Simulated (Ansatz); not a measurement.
A run of Ansatz 0.2.0 is set up as follows.

input.yaml

```yaml
crystal:
  lattice:
    - [2.34185, -1.7113, 0.0]
    - [2.34185, 1.7113, 0.0]
    - [-0.8500274268, 0.0, 5.0578693947]
  atoms:
    - { symbol: Cu, position: [0.5, 0.0, 0.5] }
    - { symbol: Cu, position: [0.0, 0.5, 0.0] }
    - { symbol: O, position: [0.4184, 0.5816, 0.75] }
    - { symbol: O, position: [0.5816, 0.4184, 0.25] }
hamiltonian:
  xc: pbe
  pseudopotentials: { kind: paw }
kpoints:
  mp_grid: { grid: [10, 10, 5] }
scf:
  occupations: { method: gaussian, width: 0.027 }
output:
  forces: true
  stress: true
  eigenvalues: true
  write_density: true
  write_potential: true
  elf: true
  volumetric_format: npy
```

Potentials or basis: Ansatz PAW.

Run with:

```sh
$ ansatz run input.yaml --threads 2 --pin off --max-ram 5632MiB --backend cpu --events-out ev --progress --plain --runs-dir out
```

Question: Predict the pressure.

Answer: 5.7 GPa.

Question: Estimate the largest force.

Answer: 0.261 eV/Å.

Forces in eV/Å, atoms in the order of the input:
```
Cu   0.000  0.000  0.000
Cu   0.000  0.000  0.000
O    0.000 -0.261  0.000
O    0.000  0.261  0.000
```

Caveat: the pressure holds a Pulay correction of +0.7 GPa for the finite cutoff; the run has no spin polarisation, though such a crystal can be magnetic; semilocal functionals often make such compounds metallic where correlation or magnetic order opens a gap, which also shifts bond lengths.
